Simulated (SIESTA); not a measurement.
# TiO2 (P4_2/mnm) in SIESTA: notebook, part 2 of 2

SIESTA 5.4.2. Earlier steps stand in the parts before.

**3. Band structure, PBE**

run.py reads:

```python
from ase import Atoms
from ase.calculators.siesta import Siesta
from ase.units import Ry, GPa

atoms = Atoms(
    ['Ti', 'Ti', 'O', 'O', 'O', 'O'],
    cell=[
        [4.5998373239, 0.0, 0.0],
        [0.0, 4.5998373239, 0.0],
        [0.0, 0.0, 2.95921356],
    ],
    scaled_positions=[
        [0.0, 0.0, 0.5],
        [0.5, 0.5, 0.0],
        [0.30432132, 0.30432132, 0.5],
        [0.19567868, 0.80432132, 0.0],
        [0.80432132, 0.19567868, 0.0],
        [0.69567868, 0.69567868, 0.5],
    ],
    pbc=True,
)

fdf = {
    'SCFMustConverge': False,
    'OccupationFunction': 'FD',
    'ElectronicTemperature': '0.05 eV',
    'MaxSCFIterations': '120',
    'SCF.Mixer.Method': 'Pulay',
    'SCF.Mixer.Weight': '0.25',
    'SCF.Mixer.History': '8',
    'SCF.DM.Tolerance': '5.0e-05',
    'SCF.H.Tolerance': '1.0e-03 eV',
    'WriteForces': 'true',
    'Charge.Mulliken': 'end',
    'BandLinesScale': 'ReciprocalLatticeVectors',
    'BandLines': ['  1    0.000000   0.000000   0.000000  \\Gamma', '  7    0.000000   0.500000   0.000000  X', '  7    0.500000   0.500000   0.000000  M', ' 10    0.000000   0.000000   0.000000  \\Gamma', ' 11    0.000000   0.000000   0.500000  Z', '  7    0.000000   0.500000   0.500000  R', '  7    0.500000   0.500000   0.500000  A', ' 10    0.000000   0.000000   0.500000  Z', '  1    0.000000   0.500000   0.000000  X', ' 11    0.000000   0.500000   0.500000  R', '  1    0.500000   0.500000   0.000000  M', ' 11    0.500000   0.500000   0.500000  A'],
    'PAO.Basis': ['Ti.1 4', 'n=3 0 2', '  3.144 0.000', 'n=4 0 2', '  8.756 0.000', 'n=3 1 2', '  3.568 0.000', 'n=3 2 2', '  6.267 0.000'],
}
calc = Siesta(
    label="TiO2",
    command="siesta < PREFIX.fdf > PREFIX.out",
    pseudo_path="pseudos",
    pseudo_qualifier="",
    xc=('GGA', 'PBE'),
    basis_set="DZ",
    mesh_cutoff=800 * Ry,
    energy_shift=0.003 * Ry,
    kpts=[6, 6, 9],
    spin="non-polarized",
    fdf_arguments=fdf,
)
atoms.calc = calc

print(f"energy = {atoms.get_potential_energy():.6f} eV")
free = atoms.get_potential_energy(force_consistent=True)
print(f"free energy = {free:.6f} eV")
print("forces (eV/A):")
print(atoms.get_forces(apply_constraint=False).round(6))
print("stress (GPa, Voigt order, tension positive):", (atoms.get_stress() / GPa).round(4))
```

Potentials or basis: PseudoDojo 0.4 standard (PBE files), DZ (energy shift 0.003 Ry; two zetas on semicore shells).

The run is started by

```console
$ python run.py
```

It took 38 s on 1 thread of Arm Neoverse V2, shared host; peak memory 0.32 GiB.

Results (log left out):

```
Free energy             : -5037.6705 eV
Pressure                : 7.0 GPa
Largest force           : 0.129 eV/Å
Band gap on the k mesh  : 1.74 eV, direct
Band gap along the path : 1.74 eV, direct
```

Forces in eV/Å, atoms in the order of the input:
```
Ti   0.000  0.000  0.000
Ti   0.000  0.000  0.000
O   -0.091 -0.091  0.000
O    0.091 -0.091  0.000
O   -0.091  0.091  0.000
O    0.091  0.091  0.000
```

Stress tensor (GPa, compression positive):
```
 5.57  0.00  0.00
 0.00  5.57  0.00
 0.00  0.00 10.00
```

Levels at the corners of the path, in eV from the valence-band top:
```tsv
point	band 22	band 23	band 24	band 25	band 26	band 27
Γ	-0.48	-0.48	0.00	1.74	2.01	2.32
X	-1.75	-0.72	-0.72	2.44	2.44	2.89
M	-1.38	-1.14	-1.14	1.78	1.78	2.36
Γ	-0.48	-0.48	0.00	1.74	2.01	2.32
Z	-2.36	-1.50	-1.50	2.90	2.90	2.99
R	-2.12	-1.02	-1.02	1.80	1.80	3.00
A	-1.29	-0.71	-0.71	2.54	2.54	3.03
Z	-2.36	-1.50	-1.50	2.90	2.90	2.99
X	-1.75	-0.72	-0.72	2.44	2.44	2.89
R	-2.12	-1.02	-1.02	1.80	1.80	3.00
M	-1.38	-1.14	-1.14	1.78	1.78	2.36
A	-1.29	-0.71	-0.71	2.54	2.54	3.03
```

Caveat: the basis has no polarisation orbitals; the basis of atomic orbitals isn't converged, which shifts pressures, moduli and gaps.

**4. Band structure, vdW-DF-cx**

TiO2.fdf reads:

```
SystemName                      TiO2
SystemLabel                     TiO2
NumberOfSpecies                 2
NumberOfAtoms                   6
%block ChemicalSpeciesLabel
  1  22 Ti
  2   8 O
%endblock ChemicalSpeciesLabel

LatticeConstant                 1.0 Ang
%block LatticeVectors
     4.5998373239     0.0000000000     0.0000000000
     0.0000000000     4.5998373239     0.0000000000
     0.0000000000     0.0000000000     2.9592135600
%endblock LatticeVectors
AtomicCoordinatesFormat         Fractional
%block AtomicCoordinatesAndAtomicSpecies
     0.0000000000     0.0000000000     0.5000000000  1  Ti
     0.5000000000     0.5000000000     0.0000000000  1  Ti
     0.3043213200     0.3043213200     0.5000000000  2  O
     0.1956786800     0.8043213200     0.0000000000  2  O
     0.8043213200     0.1956786800     0.0000000000  2  O
     0.6956786800     0.6956786800     0.5000000000  2  O
%endblock AtomicCoordinatesAndAtomicSpecies

%block kgrid.MonkhorstPack
    6   0   0  0.0
    0   6   0  0.0
    0   0   9  0.0
%endblock kgrid.MonkhorstPack
XC.Functional                   VDW
XC.Authors                      BH
PAO.BasisSize                   DZP
PAO.EnergyShift                 0.003 Ry
Mesh.Cutoff                     800 Ry
OccupationFunction              FD
ElectronicTemperature           0.05 eV
MaxSCFIterations                120
SCF.MustConverge                false
SCF.Mixer.Method                Pulay
SCF.Mixer.Weight                0.25
SCF.Mixer.History               8
SCF.DM.Tolerance                5.0e-05
SCF.H.Tolerance                 1.0e-03 eV
WriteForces                     true
Charge.Mulliken                 end
BandLinesScale                  ReciprocalLatticeVectors
%block BandLines
    1    0.000000   0.000000   0.000000  \Gamma
    7    0.000000   0.500000   0.000000  X
    7    0.500000   0.500000   0.000000  M
   10    0.000000   0.000000   0.000000  \Gamma
   11    0.000000   0.000000   0.500000  Z
    7    0.000000   0.500000   0.500000  R
    7    0.500000   0.500000   0.500000  A
   10    0.000000   0.000000   0.500000  Z
    1    0.000000   0.500000   0.000000  X
   11    0.000000   0.500000   0.500000  R
    1    0.500000   0.500000   0.000000  M
   11    0.500000   0.500000   0.500000  A
%endblock BandLines
%block PAO.Basis
  Ti 5
  n=3 0 2
    3.151 0.000
  n=4 0 2
    8.826 0.000
  n=3 1 2
    3.575 0.000
  n=4 1 1
    8.826
  n=3 2 2
    6.279 0.000
%endblock PAO.Basis
```

Potentials or basis: PseudoDojo 0.4 standard (PBE files), DZP (energy shift 0.003 Ry; two zetas on semicore shells).

The run is started by

```console
$ siesta TiO2.fdf > TiO2.out 2>&1
```

It took 2.2 min on 1 thread of Arm Neoverse V2, shared host; peak memory 0.6 GiB.

Results (log left out):

```yaml
Free_energy: -5036.1065 eV
Pressure: 2.1 GPa
Largest_force: 0.053 eV/Å
Band_gap_on_the_k_mesh: 1.76 eV, direct
Band_gap_along_the_path: 1.76 eV, direct
```

Forces on the atoms (eV/Å):
```
Ti   0.000  0.000  0.000
Ti   0.000  0.000  0.000
O   -0.037 -0.037  0.000
O    0.037 -0.037  0.000
O   -0.037  0.037  0.000
O    0.037  0.037  0.000
```

Stress tensor (GPa, compression positive):
```
1.68 0.00 0.00
0.00 1.68 0.00
0.00 0.00 2.85
```

Levels at the corners of the path, in eV from the valence-band top:
| point | band 20 | band 21 | band 22 | band 23 | band 24 | band 25 | band 26 | band 27 | band 28 | band 29 |
| --- | --- | --- | --- | --- | --- | --- | --- | --- | --- | --- |
| Γ | -2.06 | -0.74 | -0.45 | -0.45 | 0.00 | 1.76 | 2.02 | 2.33 | 2.39 | 2.39 |
| X | -3.16 | -1.71 | -1.71 | -0.74 | -0.74 | 2.44 | 2.44 | 2.95 | 2.95 | 3.54 |
| M | -2.25 | -1.35 | -1.35 | -1.11 | -1.11 | 1.79 | 1.79 | 2.41 | 2.41 | 3.82 |
| Γ | -2.06 | -0.74 | -0.45 | -0.45 | 0.00 | 1.76 | 2.02 | 2.33 | 2.39 | 2.39 |
| Z | -2.89 | -2.41 | -2.41 | -1.49 | -1.49 | 2.93 | 2.93 | 3.08 | 3.08 | 3.62 |
| R | -2.46 | -2.12 | -2.12 | -1.02 | -1.02 | 1.80 | 1.80 | 3.10 | 3.10 | 3.88 |
| A | -2.85 | -1.31 | -1.31 | -0.69 | -0.69 | 2.54 | 2.54 | 3.13 | 3.13 | 3.13 |
| Z | -2.89 | -2.41 | -2.41 | -1.49 | -1.49 | 2.93 | 2.93 | 3.08 | 3.08 | 3.62 |
| X | -3.16 | -1.71 | -1.71 | -0.74 | -0.74 | 2.44 | 2.44 | 2.95 | 2.95 | 3.54 |
| R | -2.46 | -2.12 | -2.12 | -1.02 | -1.02 | 1.80 | 1.80 | 3.10 | 3.10 | 3.88 |
| M | -2.25 | -1.35 | -1.35 | -1.11 | -1.11 | 1.79 | 1.79 | 2.41 | 2.41 | 3.82 |
| A | -2.85 | -1.31 | -1.31 | -0.69 | -0.69 | 2.54 | 2.54 | 3.13 | 3.13 | 3.13 |

Caveat: the potentials were made for another functional, which shifts forces and pressure; the basis of atomic orbitals isn't converged, which shifts pressures, moduli and gaps.

**5. Summary**

| level | potentials or basis | gap on the mesh (eV) | pressure (GPa) | largest force (eV/Å) |
| --- | --- | --- | --- | --- |
| RPBE | PseudoDojo 0.4 standard (PBE files), DZP (energy shift 0.003 Ry; two zetas on semicore shells) | 1.76 | 11.6 | 0.08 |
| PBE | PseudoDojo 0.4 standard (PBE files), DZ (energy shift 0.003 Ry; two zetas on semicore shells) | 1.74 | 7.0 | 0.13 |
| vdW-DF-cx | PseudoDojo 0.4 standard (PBE files), DZP (energy shift 0.003 Ry; two zetas on semicore shells) | 1.76 | 2.1 | 0.05 |

Alike in all rows: task band structure; no spin polarisation; cell as given; k mesh 6 × 6 × 9; smearing fermi-dirac 0.05 eV; grid cutoff 800 Ry; energy shift 0.003 Ry.

Caveats: the basis of atomic orbitals isn't converged, which shifts pressures, moduli and gaps; the potentials were made for another functional, which shifts forces and pressure (some runs); the basis has no polarisation orbitals (some runs).

Absolute energies hang on the potentials; compare differences alone.

**6. How close it comes**

Step 2. Against the measured gap of TiO2, 3.03 eV (direct; 1.6 K; quoted in “Shallow Valence Band of Rutile GeO2 and P-type Doping”, 2020, arxiv:2011.08928), the calculated 1.76 eV is off by -1.27 eV. 2 values of this kind are on record in papers (3.03 to 3.05 eV); this one was drawn at random among those near their median. The value is that of RPBE in an atomic basis (PseudoDojo 0.4 standard (PBE files), DZP (energy shift 0.003 Ry; two zetas on semicore shells)), whose error adds to the functional's,, without temperature or zero-point motion. Semilocal functionals fall short of measured gaps as a rule. The cell is a database's relaxed one, not the measured one, which moves gaps too.

Step 4. Measured gap of TiO2: 3.03 eV (direct; 1.6 K; quoted in “Shallow Valence Band of Rutile GeO2 and P-type Doping”, 2020, arxiv:2011.08928). This calculation gives 1.76 eV (-1.27 eV). 2 values of this kind are on record in papers (3.03 to 3.05 eV); this one was drawn at random among those near their median. The value is that of vdW-DF-cx in an atomic basis (PseudoDojo 0.4 standard (PBE files), DZP (energy shift 0.003 Ry; two zetas on semicore shells)), whose error adds to the functional's,, without temperature or zero-point motion. The cell is a database's relaxed one, not the measured one, which moves gaps too.
